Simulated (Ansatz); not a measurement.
## SiO₂ from LDA upwards

The starting cell is an entry of the Crystallography Open Database (1995):

```yaml
crystal:
  lattice:
    - [4.17730, 0.00000, 0.00000]
    - [0.00000, 4.17730, 0.00000]
    - [0.00000, 0.00000, 2.66520]
  atoms:
    - { symbol: Si, position: [0.00000, 0.00000, 0.00000] }
    - { symbol: Si, position: [0.50000, 0.50000, 0.50000] }
    - { symbol: O, position: [0.30590, 0.30590, 0.00000] }
    - { symbol: O, position: [0.19410, 0.80590, 0.50000] }
    - { symbol: O, position: [0.69410, 0.69410, 0.00000] }
    - { symbol: O, position: [0.80590, 0.19410, 0.50000] }
```

Atoms and cell were relaxed at zero pressure with plane-wave PAW DFT (Ansatz 0.2.0; one set of PAW datasets, made under PBE, for all functionals; 420 eV, r2SCAN 500 eV; 6×6×10 Γ-centred mesh, fermi-dirac occupations of width 0.020 eV; no spin polarisation, no spin-orbit coupling, no dispersion correction), keeping the symmetry (P4_2/mnm, No. 136).

What cells and energies do LDA, PBEsol, PBE, r2SCAN give?

The relaxed conventional cells:

```json
{"functional": "LDA", "a (Å)": "4.155", "c (Å)": "2.661", "volume (Å³/atom)": "7.66", "formation energy (eV/atom)": "-3.116"}
{"functional": "PBEsol", "a (Å)": "4.194", "c (Å)": "2.678", "volume (Å³/atom)": "7.85", "formation energy (eV/atom)": "-2.782"}
{"functional": "PBE", "a (Å)": "4.236", "c (Å)": "2.690", "volume (Å³/atom)": "8.04", "formation energy (eV/atom)": "-2.587"}
{"functional": "r2SCAN", "a (Å)": "4.185", "c (Å)": "2.669", "volume (Å³/atom)": "7.79", "formation energy (eV/atom)": "-2.876"}
{"functional": "the entry", "a (Å)": "4.177", "c (Å)": "2.665", "volume (Å³/atom)": "7.75", "formation energy (eV/atom)": "–"}
```

LDA gives the smallest volume and PBE the largest, 5.0 % more, the usual order, since LDA overbinds and PBE's gradient terms loosen the lattice. Against the entry's volume: LDA -1.2 %, PBEsol +1.3 %, PBE +3.8 %, r2SCAN +0.5 %; r2SCAN comes nearest. The formation energies span 0.53 eV an atom, lowest under LDA. Under PBE another structure of this formula that we computed lies 199 meV an atom lower, though PBE can misorder polymorphs.

Caveats: each relaxation keeps the start's symmetry, so a distorted cell may lie lower; computed cells are at 0 K with fixed nuclei, while the entry holds thermal expansion, often some tenths of a per cent in volume and more in soft crystals; formation energies are at zero smearing against the elements' usual phases under the same functional, gases as free molecules, uncorrected.
